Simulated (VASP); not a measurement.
# BN (P6_3/mmc) in VASP: further runs

The runs below take BN through relaxation of cell and atoms, relaxation of shape and atoms at fixed volume, with PBE+D3(BJ).

Everything below comes from runs of VASP 6.6.1. Logs are shortened: lines on timing, memory, paths and dates and some standing lists are left out, and cuts for length are marked.

**1. The crystal as given**

Symmetry: P6_3/mmc, No. 194, hexagonal system. The conventional cell has a = 2.498 Å, b = 2.498 Å, c = 6.636 Å, α = 90.00°, β = 90.00°, γ = 120.00°. B (site symmetry -6m2) has 3 N at 1.44 Å as nearest neighbours. Around N (site symmetry -6m2) lie 3 B at 1.44 Å.

**2. Relaxation of cell and atoms, PBE+D3(BJ)**

INCAR reads:

```
SYSTEM = BN
  ALGO = Fast
  EDIFF = 1E-7
  EDIFFG = -0.002
  ENCUT = 520
  GGA = PE
  IBRION = 2
  ISIF = 3
  ISMEAR = 0
  IVDW = 12
  LASPH = .True.
  LCHARG = .False.
  LREAL = .False.
  LWAVE = .False.
  NELM = 100
  NSW = 80
  PREC = Accurate
  SIGMA = 0.02
```

KPOINTS reads:

```
k-points
0
Gamma
  9 9 4
  0 0 0
```

POSCAR reads:

```
BN
1.0
    2.4982400000      0.0000000000      0.0000000000
   -1.2491200000      2.1635393000      0.0000000000
    0.0000000000      0.0000000000      6.6357000000
B N
2 2
Direct
    0.3333333300      0.6666666700      0.2500000000
    0.6666666700      0.3333333300      0.7500000000
    0.3333333300      0.6666666700      0.7500000000
    0.6666666700      0.3333333300      0.2500000000
```

Potentials or basis: VASP PAW PBE potentials, release 64 (B, N).

Started as:

```
> cat potpaw_PBE.64/B/POTCAR potpaw_PBE.64/N/POTCAR > POTCAR
> mpirun -np 1 vasp_std > vasp.out
```

OUTCAR:

```text
SYSTEM = BN
   EDIFF = 1E-7
   EDIFFG = -0.002
   ENCUT = 520
   GGA = PE
   IBRION = 2
   ISIF = 3
   ISMEAR = 0
   IVDW = 12
   LASPH = .True.
   LREAL = .False.
   NELM = 100
   NSW = 80
   PREC = Accurate
 IVDW          = 12

 ion  position               nearest neighbor table
   1  0.333  0.667  0.250-   4 1.44   4 1.44   4 1.44
   2  0.667  0.333  0.750-   3 1.44   3 1.44   3 1.44
   3  0.333  0.667  0.750-   2 1.44   2 1.44   2 1.44
   4  0.667  0.333  0.250-   1 1.44   1 1.44   1 1.44

  LATTYP: Found a hexagonal cell.
 ALAT       =     2.4982400000
 C/A-ratio  =     2.6561499296

  Lattice vectors:

 A1 = (   2.4982400000,   0.0000000000,   0.0000000000)
 A2 = (  -1.2491200000,   2.1635393000,   0.0000000000)
 A3 = (   0.0000000000,   0.0000000000,   6.6357000000)

Analysis of symmetry for initial positions (statically):
=====================================================================
 Subroutine PRICEL returns:
 Original cell was already a primitive cell.

 Routine SETGRP: Setting up the symmetry group for a
 hexagonal supercell.

 Subroutine GETGRP returns: Found 24 space group operations
 (whereof 12 operations were pure point group operations)
 out of a pool of 24 trial point group operations.

The static configuration has the point symmetry D_3d.
 The point group associated with its full space group is D_6h.

Analysis of symmetry for dynamics (positions and initial velocities):
=====================================================================
 Subroutine PRICEL returns:
 Original cell was already a primitive cell.

 Routine SETGRP: Setting up the symmetry group for a
 hexagonal supercell.

 Subroutine GETGRP returns: Found 24 space group operations
 (whereof 12 operations were pure point group operations)
 out of a pool of 24 trial point group operations.

The dynamic configuration has the point symmetry D_3d.
 The point group associated with its full space group is D_6h.

 Subroutine INISYM returns: Found 24 space group operations
 (whereof 12 operations are pure point group operations),
 and found     1 'primitive' translations

----------------------------------------------------------------------------------------

                                     Primitive cell

  volume of cell :      35.8662

  direct lattice vectors                    reciprocal lattice vectors
     2.498240000  0.000000000  0.000000000     0.400281798  0.231102805  0.000000000
    -1.249120000  2.163539300  0.000000000     0.000000000  0.462205609  0.000000000
     0.000000000  0.000000000  6.635700000     0.000000000  0.000000000  0.150700002

  length of vectors
     2.498240000  2.498239996  6.635700000     0.462205608  0.462205609  0.150700002

  position of ions in fractional coordinates (direct lattice)
     0.333333330  0.666666670  0.250000000
[... 98 lines left out ...]
   EFERMI_NEDOS =   21; number of points for ismear=-14 and -15
   IALGO  =     68    algorithm
   IMIX   =      4    mixing-type and parameters
     AMIX     =   0.40;   BMIX     =  1.00
     AMIX_MAG =   1.60;   BMIX_MAG =  1.00
  volume/ion in A,a.u.               =       8.97        60.51
  Fermi-wavevector in a.u.,A,eV,Ry     =   1.250891  2.363842 21.289433  1.564729
  Thomas-Fermi vector in A             =   2.384864
   LORBIT       =      0    0 simple, 1 ext, 2 COOP (PROOUT), +10 PAW based schemes
   GGA     = PE    functional components
   LHFCALC =     F    Hartree Fock is set to
   AEXX    =    0.0000 exact exchange contribution
   IVDW    =    12    specifies the selected vdW correction
   LEPSILON=     F    determine dielectric tensor
   LRPA    =     F    only Hartree local field effects (RPA)
 conjugate gradient relaxation of ions
 non-spin polarized calculation
 RMM-DIIS sequential band-by-band and
 Gauss-broadening in eV      SIGMA  =   0.02
  energy-cutoff  :      520.00
  volume of cell :       35.87
 maximum number of plane-waves:       985
 NGX is ok and might be reduce to    20
   NGX =  9   NGY =  9   NGZ = 25

--------------------------------------- Ionic step        1  -------------------------------------------

 number of electron      15.9999997 magnetization

 Free energy of the ion-electron system (eV)
  ---------------------------------------------------
  ext. energy  EPLUGINS =         0.00000000
  ---------------------------------------------------
  free energy    TOTEN  =       -35.14691204 eV

  energy without entropy =      -35.14691204  energy(sigma->0) =      -35.14691204

------------------------ aborting loop because EDIFF is reached ----------------------------------------

 Edisp (eV)   -0.56768

 E8    (eV) :    -0.1663
[... 111 lines left out ...]
  FREE ENERGIE OF THE ION-ELECTRON SYSTEM (eV)
  ---------------------------------------------------
  free  energy   TOTEN  =       -35.7174752624 eV

  energy  without entropy=      -35.7174752624  energy(sigma->0) =      -35.71747526

[... ionic steps 4 to 10 ...]

--------------------------------------- Ionic step       11  -------------------------------------------

 number of electron      15.9999997 magnetization

------------------------ aborting loop because EDIFF is reached ----------------------------------------
[... 79 lines left out ...]
--------------------------------------- Ionic step       13  -------------------------------------------

 number of electron      15.9999997 magnetization

 Free energy of the ion-electron system (eV)
  ---------------------------------------------------
  ext. energy  EPLUGINS =         0.00000000
  ---------------------------------------------------
  free energy    TOTEN  =       -35.14863908 eV

  energy without entropy =      -35.14863908  energy(sigma->0) =      -35.14863908

 E-fermi :   2.4769     XC(G=0): -10.1178

 val. band max:        2.3248512088   @ k =   0.3333   0.3333   0.5000
 cond. band min:       6.7043035994   @ k =   0.4444   0.1111   0.0000
 fundamental gap:      4.3794523906
 Fermi energy:         2.4769097043

 k-point     1 :       0.0000    0.0000    0.0000
  band No.  band energies     occupation
      1     -15.4620      2.00000
      2     -15.1482      2.00000
      3      -3.9081      2.00000
      4      -1.6935      2.00000
      5       0.9909      2.00000
      6       0.9909      2.00000
      7       1.0315      2.00000
      8       1.0315      2.00000
      9       7.6392      0.00000
     10      12.7272      0.00000
     11      13.8422      0.00000
     12      13.8422      0.00000
[... 331 lines left out ...]
 k-point    24 :       0.3333    0.3333    0.2500
  band No.  band energies     occupation
      1     -11.6469      2.00000
      2     -11.6469      2.00000
      3      -5.6064      2.00000
      4      -5.4846      2.00000
      5      -4.8170      2.00000
      6      -4.8170      2.00000
      7       2.2796      2.00000
      8       2.2796      2.00000
      9       7.0736      0.00000
     10       7.0736      0.00000
     11      13.4021      0.00000
     12      15.6033      0.00000

 [... further k-points ...]

------------------------ aborting loop because EDIFF is reached ----------------------------------------

 Edisp (eV)   -0.56902

 E8    (eV) :    -0.1668
[... 27 lines left out ...]
  FREE ENERGIE OF THE ION-ELECTRON SYSTEM (eV)
  ---------------------------------------------------
  free  energy   TOTEN  =       -35.7176634963 eV

  energy  without entropy=      -35.7176634963  energy(sigma->0) =      -35.71766350

 reached required accuracy - stopping structural energy minimisation
```

OSZICAR:

```text
N       E                     dE             d eps       ncg     rms          rms(c)
DAV:   1     0.672045448744E+02    0.67205E+02   -0.83121E+03   864   0.123E+03
DAV:   2    -0.343444967628E+02   -0.10155E+03   -0.93593E+02  1268   0.265E+02
DAV:   3    -0.387092701054E+02   -0.43648E+01   -0.43376E+01  1104   0.582E+01
[... 112 lines left out ...]
DAV:   1    -0.351486538467E+02    0.35467E-03   -0.68833E-04   960   0.277E-01    0.286E-02
RMM:   2    -0.351486403110E+02    0.13536E-04   -0.24710E-05   864   0.470E-02    0.119E-02
RMM:   3    -0.351486393163E+02    0.99467E-06   -0.11991E-05   864   0.280E-02    0.382E-03
RMM:   4    -0.351486390487E+02    0.26767E-06   -0.12831E-06   860   0.129E-02    0.173E-03
RMM:   5    -0.351486390753E+02   -0.26659E-07   -0.22425E-07   623   0.470E-03
  13 F= -.35717663E+02 E0= -.35717663E+02  d E =-.266375E-06
```

CONTCAR:

```text
BN
   1.00000000000000
     2.5068106659880462    0.0000000000000000    0.0000000000000000
    -1.2534053329940231    2.1709617144239881    0.0000000000000000
     0.0000000000000000   -0.0000000000000000    6.5856090186107190
  B               N
     2     2
Direct
     0.3333333300000021    0.6666666699999979    0.2500000000000000
     0.6666666699999979    0.3333333300000021    0.7500000000000000
     0.3333333300000021    0.6666666699999979    0.7500000000000000
     0.6666666699999979    0.3333333300000021    0.2500000000000000

  0.00000000E+00  0.00000000E+00  0.00000000E+00
  0.00000000E+00  0.00000000E+00  0.00000000E+00
  0.00000000E+00  0.00000000E+00  0.00000000E+00
  0.00000000E+00  0.00000000E+00  0.00000000E+00
```

Wall time 55 s (1 thread of Intel Xeon 6975P-C (Granite Rapids), shared host); peak memory 0.16 GiB.

What came out:

```
Free energy                            : -35.7177 eV
Relaxed volume                         : 8.96 Å³/atom
Relaxed cell                           : a = 2.507 Å, b = 2.507 Å, c = 6.586 Å, α = 90.00°, β = 90.00°, γ = 120.00°
Space group after relaxing (to 0.05 Å) : P6_3/mmc (No. 194)
Energy gained by relaxing              : 0.8 meV/atom
Ionic steps                            : 13
Pressure after relaxing                : 0.0 GPa
Band gap on the k mesh                 : 4.38 eV, indirect (least direct gap 4.63 eV)
Dispersion energy per atom             : -0.142 eV
```

Step by step:
| step | energy change (eV) | largest force (eV/Å) | pressure (GPa) | volume (Å³) |
| --- | --- | --- | --- | --- |
| 1 | 0.0000 | 0.0000 | 2.41 | 35.87 |
| 2 | 0.0077 | 0.0000 | -4.68 | 36.57 |
| 3 | -0.0029 | 0.0000 | -0.09 | 36.11 |
| 4 | -0.0029 | 0.0000 | -0.04 | 36.10 |
| 5 | -0.0029 | 0.0000 | -0.04 | 36.08 |
| 6 | -0.0030 | 0.0000 | -0.02 | 36.03 |
| 7 | -0.0031 | 0.0000 | 0.01 | 35.92 |
| 8 | -0.0030 | 0.0000 | 0.07 | 35.70 |
| 9 | -0.0031 | 0.0000 | 0.03 | 35.83 |
| 10 | -0.0031 | 0.0000 | 0.03 | 35.84 |
| 11 | -0.0031 | 0.0000 | 0.03 | 35.84 |
| 12 | -0.0030 | 0.0000 | -0.25 | 35.87 |
| 13 | -0.0031 | 0.0000 | 0.00 | 35.84 |

Final structure:
```
B N
1.0
     2.50681    0.00000    0.00000
    -1.25341    2.17096    0.00000
     0.00000    0.00000    6.58561
B N
2 2
Direct
  0.33333 0.66667 0.25000
  0.66667 0.33333 0.75000
  0.33333 0.66667 0.75000
  0.66667 0.33333 0.25000
```

Levels at points of the mesh, in eV from the valence-band top:
```
           k point  band 6  band 7  band 8  band 9  band 10  band 11
(0.00, 0.00, 0.00)   -1.33   -1.29   -1.29    5.31    10.40    11.52
(0.00, 0.00, 0.50)   -1.31   -1.31   -1.31    7.72     7.72    11.58
```

Caveat: an odd mesh through Γ misses points on the zone boundary, where band edges often lie.

**3. Relaxation of cell and atoms, PBE+D3(BJ)**

INCAR is that of step 2.

KPOINTS is that of step 2.

POSCAR reads:

```
BN                                      
1.0
    2.5068106660      0.0000000000      0.0000000000
   -1.2534053330      2.1709617144      0.0000000000
    0.0000000000     -0.0000000000      6.5856090186
  B               N             
     2     2
Direct
     0.3333333300000021    0.6666666699999979    0.2500000000000000
     0.6666666699999979    0.3333333300000021    0.7500000000000000
     0.3333333300000021    0.6666666699999979    0.7500000000000000
     0.6666666699999979    0.3333333300000021    0.2500000000000000
```

Potentials or basis: VASP PAW PBE potentials, release 64 (B, N).

Started as:

```
> cat potpaw_PBE.64/B/POTCAR potpaw_PBE.64/N/POTCAR > POTCAR
> mpirun -np 1 vasp_std > vasp.out
```

It took 11 s on 1 thread of Intel Xeon 6975P-C (Granite Rapids), shared host; peak memory 0.16 GiB.

Results (log left out):

```
Free energy                : -35.7176 eV
Pressure after relaxing    : 0.0 GPa
Band gap on the k mesh     : 4.38 eV, indirect (least direct gap 4.63 eV)
Dispersion energy per atom : -0.142 eV
```

Final structure:
```
CELL_PARAMETERS angstrom
2.50681 0.00000 0.00000
-1.25341 2.17096 0.00000
0.00000 0.00000 6.58561
ATOMIC_POSITIONS crystal
B 0.33333 0.66667 0.25000
B 0.66667 0.33333 0.75000
N 0.33333 0.66667 0.75000
N 0.66667 0.33333 0.25000
```

Levels at points of the mesh, in eV from the valence-band top:
```csv
k point,band 5,band 6,band 7,band 8,band 9,band 10,band 11,band 12
"(0.00, 0.00, 0.00)",-1.33,-1.33,-1.29,-1.29,5.31,10.40,11.53,11.57
"(0.00, 0.00, 0.50)",-1.31,-1.31,-1.31,-1.31,7.72,7.72,11.58,11.58
```

Caveat: the relaxation stopped at its first step, so nothing moved; an odd mesh through Γ misses points on the zone boundary, where band edges often lie.

[end of part 1 of 2]
